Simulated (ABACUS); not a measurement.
# Gd (Fm-3m) in ABACUS: notebook

The runs below take Gd through equation of state, with PBE.

Program: ABACUS 3.10.1. These are calculated values, not measurements. Logs are shortened: lines on timing, memory, paths and dates and some standing lists are left out, and cuts for length are marked.

### Step 1. The crystal as given

Symmetry: Fm-3m, No. 225, cubic system. The conventional cell has a = 5.172 Å, b = 5.172 Å, c = 5.172 Å, α = 90.00°, β = 90.00°, γ = 90.00°. Around Gd (site symmetry m-3m) lie 12 Gd at 3.66 Å.

This isn't the form of Gd at room conditions, which is hcp.

### Step 2. Equation of state, PBE, collinear spin, ferromagnetic start, 32.51 Å³/atom (volume scaled by 0.94)

File INPUT:

```
INPUT_PARAMETERS
suffix              Gd
calculation         scf
basis_type          pw
pseudo_dir          ./
symmetry            1
dft_functional      pbe
ecutwfc             52
pseudo_rcut         10
nspin               2
nbands              10
ks_solver           dav
smearing_method     fd
smearing_sigma      0.00367493
scf_thr             1e-08
scf_nmax            100
mixing_type         broyden
mixing_beta         0.4
cal_force           1
cal_stress          1
kpar                4
```

File STRU:

```
ATOMIC_SPECIES
Gd 157.2500 Gd.upf

LATTICE_CONSTANT
1.8897261246

LATTICE_VECTORS
0.0000000000 2.5330324558 2.5330324558
2.5330324558 0.0000000000 2.5330324558
2.5330324558 2.5330324558 0.0000000000

ATOMIC_POSITIONS
Direct

Gd
0.0
1
0.0000000000 0.0000000000 0.0000000000 1 1 1 mag 0
```

File KPT:

```
K_POINTS
0
Gamma
9 9 9 0 0 0
```

Potentials or basis: PseudoDojo NC SR 0.4.1 PBE standard, lanthanides 3+ (f in core), plane waves.

Started as:

```console
OMP_NUM_THREADS=1 mpirun -np 4 abacus > log
```

running log:

```text
ABACUS v3.10.1

               Atomic-orbital Based Ab-initio Computation at UStc

 ------------------------------------------------------------------------------------

 READING GENERAL INFORMATION
                           global_out_dir = OUT.Gd/
                           global_in_card = INPUT
                               pseudo_dir = ./
                              orbital_dir =
                                    DSIZE = 4
                                    GSIZE = 1

 READING UNITCELL INFORMATION
                                    ntype = 1
                  lattice constant (Bohr) = 1.88973
              lattice constant (Angstrom) = 1

 READING ATOM TYPE 1
                               atom label = Gd
                      L=0, number of zeta = 1
                      L=1, number of zeta = 1
                      L=2, number of zeta = 1
             number of atom for this type = 1
               magnetization of element 1 = 0
          Autoset magnetism for this atom = 1

                        TOTAL ATOM NUMBER = 1
DIRECT COORDINATES
    atom                   x                   y                   z     mag                  vx                  vy                  vz
taud_Gd1            0.0000000000        0.0000000000        0.0000000000  1.0000        0.0000000000        0.0000000000        0.0000000000

                          Volume (Bohr^3) = 219.356
                             Volume (A^3) = 32.5051

 Lattice vectors: (Cartesian coordinate: in unit of a_0)
                   +0            +2.53303            +2.53303
             +2.53303                  +0            +2.53303
             +2.53303            +2.53303                  +0
 Reciprocal vectors: (Cartesian coordinate: in unit of 2 pi/a_0)
            -0.197392           +0.197392           +0.197392
            +0.197392           -0.197392           +0.197392
            +0.197392           +0.197392           -0.197392
 The esolver type has been set to : ksdft_pw

                PAO radial cut off (Bohr) = 10

 Read in pseudopotential file is Gd.upf
                     pseudopotential type = NC
          exchange-correlation functional = PBE
                 nonlocal core correction = 1
                        valence electrons = 11
                                     lmax = 3
                           number of zeta = 4
                     number of projectors = 7
                           L of projector = 0
                           L of projector = 0
                           L of projector = 1
                           L of projector = 1
                           L of projector = 2
                           L of projector = 2
                           L of projector = 3
     initial pseudo atomic orbital number = 10
 The readin total magnetization is 1

 SETUP THE ELECTRONS NUMBER
            electron number of element Gd = 11
      total electron number of element Gd = 11
            AUTOSET number of electrons:  = 11
                           occupied bands = 6
                                   NBANDS = 10
                                   NLOCAL = 9

%%%%%%%%%%%%%%%%%%%%%%%%%%%%%%%%%%%%%%%%%%%%%%%%%%%%%%%%%%%%%%%%%%%%%%%%%%%%%%%%%%%%%%%%%%%%%%%%%%%%%%%%%%
 Warning: the number of valence electrons in pseudopotential > 10 for Gd: [Xe] 4f7 5d1 6s2
 Pseudopotentials with additional electrons can yield (more) accurate outcomes, but may be less efficient.
 If you're confident that your chosen pseudopotential is appropriate, you can safely ignore this warning.
%%%%%%%%%%%%%%%%%%%%%%%%%%%%%%%%%%%%%%%%%%%%%%%%%%%%%%%%%%%%%%%%%%%%%%%%%%%%%%%%%%%%%%%%%%%%%%%%%%%%%%%%%%

 SETUP THE PLANE WAVE BASIS
 energy cutoff for charge/potential (unit:Ry) = 208
            fft grid for charge/potential = [ 32, 32, 32 ]
                        fft grid division = [ 1, 1, 1 ]
        big fft grid for charge/potential = [ 32, 32, 32 ]
                                     nbxx = 32768
                                     nrxx = 32768

 SETUP PLANE WAVES FOR CHARGE/POTENTIAL
                    number of plane waves = 11017
                         number of sticks = 649

 PARALLEL PW FOR CHARGE/POTENTIAL
     PROC   COLUMNS(POT)             PW
        1            649          11017
 --------------- sum -------------------
        1            649          11017
                            number of |g| = 162
                                  max |g| = 18.7025
                                  min |g| = 0

----------- Double Check Mixing Parameters Begin ------------
mixing_type: broyden
mixing_beta: 0.4
mixing_gg0: 1
mixing_gg0_min: 0.1
mixing_beta_mag: 1.6
mixing_gg0_mag: 0
mixing_ndim: 8
----------- Double Check Mixing Parameters End ------------

 LATTICE VECTORS: (CARTESIAN COORDINATE: IN UNIT OF A0)
                   +0            +2.53303            +2.53303
             +2.53303                  +0            +2.53303
[... 79 lines left out ...]

 SETUP NONLOCAL PSEUDOPOTENTIALS IN PLANE WAVE BASIS
 Gd non-local projectors:
 projector 1 L=0
 projector 2 L=0
 projector 3 L=1
 projector 4 L=1
 projector 5 L=2
 projector 6 L=2
 projector 7 L=3
      TOTAL NUMBER OF NONLOCAL PROJECTORS = 25

 Init Non-Local PseudoPotential table :
 Init Non-Local-Pseudopotential done.

                                     npwx = 1411

 Make real space PAO into reciprocal space.
       max mesh points in Pseudopotential = 1001
     dq(describe PAO in reciprocal space) = 0.01
                                    max q = 870

 number of pseudo atomic orbitals for Gd is 4
WARNING: norm of atomic wavefunction # 3 of atomic type Gd is 0.999494, renormalized
WARNING: norm of atomic wavefunction # 4 of atomic type Gd is 0.999103, renormalized

 -------------------------------------------
 SELF-CONSISTENT
 -------------------------------------------
                                 init_chg = atomic

 PW ALGORITHM --------------- ION=   1  ELEC=   1--------------------------------
 Notice: Threshold on eigenvalues was too large.
 hsover_error=0.11 > DRHO=0.00615737
 Origin diag ethr = 0.01
 New diag ethr = 5.59761e-05
          total magnetism (Bohr mag/cell) = 0.284192
       absolute magnetism (Bohr mag/cell) = 0.284261
                        nelec for spin up = 5.6421
                      nelec for spin down = 5.3579

 Density error is 0.00703002520727
                          Error Threshold = 5.59761114711e-05
----------------------------------------------------------
     Energy           Rydberg                 eV
----------------------------------------------------------
 E_KohnSham     -83.2076371396       -1132.0979822150
 E_Harris       -83.4217312157       -1135.0108815586
 E_Fermi        0.7735554575         10.5247619415
----------------------------------------------------------

 PW ALGORITHM --------------- ION=   1  ELEC=   2--------------------------------
          total magnetism (Bohr mag/cell) = 0.0579696668687
       absolute magnetism (Bohr mag/cell) = 0.0632680027217
                        nelec for spin up = 5.52898483343
                      nelec for spin down = 5.47101516657
[... 91 lines left out ...]
 PW ALGORITHM --------------- ION=   1  ELEC=   8--------------------------------
          total magnetism (Bohr mag/cell) = -9.78306724309e-05
       absolute magnetism (Bohr mag/cell) = 0.000103778322804
                        nelec for spin up = 5.49995108466
                      nelec for spin down = 5.50004891534

 Density error is 5.15841911609e-09
                          Error Threshold = 3.46231379661e-10
----------------------------------------------------------
     Energy           Rydberg                 eV
----------------------------------------------------------
 E_KohnSham     -83.2114505522       -1132.1498663547
 E_KS(sigma->0) -83.2109459713       -1132.1430011794
 E_Harris       -83.2115476133       -1132.1511869388
 E_band         -7.9590590653        -108.2885540061
 E_one_elec     -15.5254372434       -211.2344104519
 E_Hartree      10.8800075338        148.0300967432
 E_xc           -20.6165343247       -280.5023398279
 E_Ewald        -57.9484773561       -788.4294824674
 E_entropy(-TS) -0.0010091618        -0.0137303507
 E_descf        0.0000000000         0.0000000000
 E_exx          0.0000000000         0.0000000000
 E_Fermi        0.7739915981         10.5306959384
----------------------------------------------------------

 charge density convergence is achieved
 final etot is -1132.1498664 eV
 EFERMI = 10.530695938 eV

 STATE ENERGY(eV) AND OCCUPATIONS    NSPIN == 2
SPIN UP :
 1/9 kpoint (Cartesian) = 0.0000 0.0000 0.0000 (1411 pws)
       1       -33.7886     0.00137174
       2       -11.0478     0.00137174
       3       -11.0478     0.00137174
       4       -11.0478     0.00137174
       5        5.69796     0.00137174
       6        12.1984    4.48222e-18
       7        12.1984    4.48222e-18
       8        12.1984    4.48222e-18
       9        14.5154    3.36142e-38
      10        14.5154    3.36142e-38

 2/9 kpoint (Cartesian) = 0.021932 0.021932 0.021932 (1399 pws)
       1       -33.7803      0.0109739
       2       -11.1453      0.0109739
       3       -11.0599      0.0109739
       4       -11.0599      0.0109739
       5        6.03833      0.0109739
       6        11.8616    3.01894e-14
       7        12.3546    1.57923e-18
       8        12.3546    1.57923e-18
       9        14.3452    8.08343e-36
      10        14.3452    8.08343e-36
[... 37 lines left out ...]
 6/9 kpoint (Cartesian) = 0.0000 0.0000 0.043865 (1399 pws)
       1       -33.7775     0.00823045
       2       -11.1431     0.00823045
       3       -11.0811     0.00823045
       4       -11.0811     0.00823045
       5        6.15205     0.00823045
       6        11.6749    9.48340e-13
       7        12.4786    9.91805e-20
       8        12.4786    9.91805e-20
       9        13.8310    1.77530e-31
      10        14.6870    6.52399e-39

[... levels at 12 further k points ...]

------------------------------------------------------------------------------------------
 TOTAL-FORCE (eV/Angstrom)
------------------------------------------------------------------------------------------
                       Gd1         0.0000000000         0.0000000000         0.0000000000
------------------------------------------------------------------------------------------

----------------------------------------------------------------
 TOTAL-STRESS (KBAR)
----------------------------------------------------------------
        -4.0232114156         0.0000000000         0.0000000000
         0.0000000000        -4.0232114156        -0.0000000000
         0.0000000000        -0.0000000000        -4.0232114156
----------------------------------------------------------------
 TOTAL-PRESSURE: -4.023211 KBAR

 --------------------------------------------
 !FINAL_ETOT_IS -1132.1498663547272372 eV
 --------------------------------------------
```

Wall time 2.9 s (4 MPI ranks of Intel Xeon Platinum 8488C (Sapphire Rapids), shared host); peak memory 0.28 GiB.

What came out:

| Item | Value |
| --- | --- |
| Free energy | -1132.1499 eV |
| Band gap on the k mesh | none (metal or under the smearing width) |
| Net moment | 0.00 μB per cell |
| Absolute moment | 0.00 μB per cell |

Caveat: the local potential of these files has a noisy tail that shifts the pressure, which isn't listed; all typed moments are zero, and the program then starts from 1 μB on every atom; the noisy tail tilts energy against volume too; spin-orbit coupling is left out, which moves the levels of the heavy elements; the 4f electrons are frozen in the core as for a trivalent ion, so they carry no moment and show no levels.

(Continued in part 2 of 2.)
